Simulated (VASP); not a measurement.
# Te: convergence, self-consistent run

Te, P1 (no. 1), 36 atoms in the cell. PBE; PAW potentials Te (PBE set). VASP 6.6.1.

Wanted: energy within 2 meV/atom; forces within 0.01 eV/Å.

What the run is for: forces in a large cell; Accuracy asked: standard; Cell repeated: 2 × 2 × 3.

POSCAR:
```
Te
1.0
    8.9080000000      0.0000000000      0.0000000000
   -4.4540000000      7.7145542970      0.0000000000
    0.0000000000      0.0000000000     17.7720000000
Te
36
Direct
    0.3650160000      0.3682340000     -0.0000870000
    0.3659020000      0.3645240000      0.3332890000
    0.3592170000      0.3606370000      0.6685640000
    0.3618800000      0.8648640000     -0.0002940000
    0.3609000000      0.8615760000      0.3343210000
    0.3738470000      0.8725950000      0.6681910000
    0.8623510000      0.3670790000      0.0005820000
    0.8608250000      0.3666960000      0.3343430000
    0.8663630000      0.3606340000      0.6658990000
    0.8659960000      0.8688020000     -0.0000540000
    0.8694780000      0.8667080000      0.3326490000
    0.8657110000      0.8628650000      0.6670700000
   -0.0058710000      0.1333330000      0.2227720000
    0.0091480000      0.1439350000      0.5557850000
   -0.0039940000      0.1353340000      0.8890440000
[... 8 lines left out ...]
    0.4984060000      0.6334430000      0.8887850000
    0.1342270000     -0.0008240000      0.1088240000
    0.1357010000      0.0034740000      0.4453090000
    0.1378760000     -0.0011910000      0.7772060000
    0.1324390000      0.4937250000      0.1121110000
    0.1269430000      0.5014220000      0.4419940000
    0.1331810000      0.4968620000      0.7814870000
    0.6299880000     -0.0051370000      0.1097430000
    0.6341860000     -0.0011880000      0.4425980000
    0.6379930000      0.0022710000      0.7767410000
    0.6356280000      0.4966180000      0.1125900000
    0.6322170000      0.4974930000      0.4414630000
    0.6352730000      0.5016440000      0.7772270000
```

The series start from Plane-wave cutoff (eV): 200; Projection operators (LREAL): Auto, ROPT -0.00025; Electronic threshold (eV): 1e-5; Parallel layout: defaults; Program: vasp_std; Bands a block (NSIM): NSIM=4; Data layout and linear algebra: defaults. Each series keeps the choices made before it, and each single choice may use up half of a tolerance.

## Plane-wave cutoff (eV)

| Plane-wave cutoff (eV) | Energy less reference (meV/atom) | Forces, largest deviation (eV/Å) | SCF iterations | Time (s) |
|---|---|---|---|---|
| 160 | 4.8 | 0.023 | 14 | 18 |
| 180 | 3.6 | 0.015 | 14 | 20 |
| 200 | 2.5 | 0.011 | 14 | 16 |
| 230 | 1.2 | 0.005 | 14 | 19 |
| 280 (reference) | 0.0 | 0.000 | 14 | 20 |

Chosen: 280; the next looser run is off by more than half of the tolerance, so convergence isn't shown beyond this value.

## Projection operators (LREAL)

| Projection operators (LREAL) | Energy less reference (meV/atom) | Forces, largest deviation (eV/Å) | SCF iterations | Time (s) |
|---|---|---|---|---|
| Auto, ROPT -0.005 | -9.5 | 0.495 | 14 | 18 |
| Auto, ROPT -0.002 | -5.2 | 0.243 | 14 | 20 |
| Auto, ROPT -0.001 | 0.9 | 0.027 | 14 | 20 |
| Auto, ROPT -0.0005 | 0.9 | 0.027 | 14 | 21 |
| Auto, ROPT -0.00025 | -0.6 | 0.003 | 14 | 20 |
| Auto, ROPT -0.0001 | -0.5 | 0.001 | 14 | 24 |
| False (reference) | 0.0 | 0.000 | 14 | 25 |

Chosen: Auto, ROPT -0.00025, the loosest value from which every tighter one stays within half of the tolerance.

## Electronic threshold (eV)

| Electronic threshold (eV) | Energy less reference (meV/atom) | Forces, largest deviation (eV/Å) | SCF iterations | Time (s) |
|---|---|---|---|---|
| 0.001 | 0.0 | 0.003 | 10 | 16 |
| 0.0001 | 0.0 | 0.001 | 12 | 18 |
| 1e-5 | 0.0 | 0.000 | 14 | 20 |
| 1e-6 | 0.0 | 0.000 | 15 | 25 |
| 1e-7 (reference) | 0.0 | 0.000 | 18 | 26 |

Chosen: 0.001.

## Parallel layout

| Parallel layout | Energy less reference (meV/atom) | Forces, largest deviation (eV/Å) | SCF iterations | Time (s) |
|---|---|---|---|---|
| defaults | 0.0 | 0.000 | 10 | 16 |
| NCORE=2 | 0.0 | 0.002 | 10 | 12 |
| NCORE=4 | 0.0 | 0.002 | 10 | 11 |
| NCORE=8 | 0.0 | 0.002 | 10 | 12 |
| NPAR=2 | 0.0 | 0.002 | 10 | 11 |

Chosen: NPAR=2, the fastest of those that stay within half of the tolerance.

## Program

| Program | Energy less reference (meV/atom) | Forces, largest deviation (eV/Å) | SCF iterations | Time (s) |
|---|---|---|---|---|
| vasp_std | 0.0 | 0.000 | 10 | 11 |
| vasp_gam | 0.0 | 0.001 | 10 | 9.5 |

Chosen: vasp_std; no other choice that stays within half of the tolerance saves 30 % of the time.

## Bands a block (NSIM)

| Bands a block (NSIM) | Energy less reference (meV/atom) | Forces, largest deviation (eV/Å) | SCF iterations | Time (s) |
|---|---|---|---|---|
| NSIM=4 | 0.0 | 0.000 | 10 | 11 |
| NSIM=1 | 0.0 | 0.001 | 10 | 11 |
| NSIM=2 | 0.0 | 0.001 | 10 | 10 |
| NSIM=8 | 0.0 | 0.003 | 10 | 10 |
| NSIM=16 | 0.0 | 0.003 | 10 | 12 |

Chosen: NSIM=4.

## Data layout and linear algebra

| Data layout and linear algebra | Energy less reference (meV/atom) | Forces, largest deviation (eV/Å) | SCF iterations | Time (s) |
|---|---|---|---|---|
| defaults | 0.0 | 0.000 | 10 | 11 |
| LPLANE=False | 0.0 | 0.000 | 10 | 14 |
| LSCALAPACK=False | 0.0 | 0.000 | 10 | 9.4 |
| LSCALU=True | 0.0 | 0.000 | 10 | 13 |

Chosen: defaults.

## All choices together

| Input | Energy less reference (meV/atom) | Forces, largest deviation (eV/Å) | Time (s) |
|---|---|---|---|
| the program's defaults (naive) | 5.6 | 0.039 | 7.6 |
| chosen settings | -0.6 | 0.003 | 11 |
| reference settings throughout | 0.0 | 0.000 | 19 |

The chosen settings stay within the tolerance of the reference run, but the reference itself isn't shown to be converged in: Plane-wave cutoff (eV).

## The input

INCAR:
```
SYSTEM = Te
GGA = PE ; ISMEAR = 0
SIGMA = 0.03 ; LWAVE = .False.
LCHARG = .False. ; ISIF = 2
ISYM = 0 ; PREC = Accurate
LASPH = .True. ; LREAL = Auto
ALGO = Normal ; EDIFF = 0.001
NELM = 120 ; GGA_COMPAT = .False.
ENCUT = 280 ; EFERMI = MIDGAP
ROPT = -0.00025 ; NPAR = 2
NSIM = 4
```

KPOINTS:
```
k-points
0
Gamma
  1 1 1
```

Commands:
```
cat potpaw_PBE.64/Te/POTCAR > POTCAR
mpirun -np 8 vasp_std > vasp.out
```

Limits: Only the k mesh 1 × 1 × 1 was run, so its error is untested.

The chosen input took VASP 6.6.1 11 s on 8 cores (Intel Xeon 6975P-C (Granite Rapids)), a shared host.

## An input that fails: Gamma-only program on a mesh of k points

VASP's message: You are using the Gamma-point-only version with more than one k-point or some other non-Gamma k-point.

k mesh: 1 × 1 × 1 becomes 2 × 2 × 2.

Changes against the starting input:
```
- NELM = 120
+ NELM = 100
- vasp_std
+ vasp_gam
(KPOINTS)
-k-points
+Automatic mesh
-  1 1 1
+  2 2 2
+  0 0 0
```
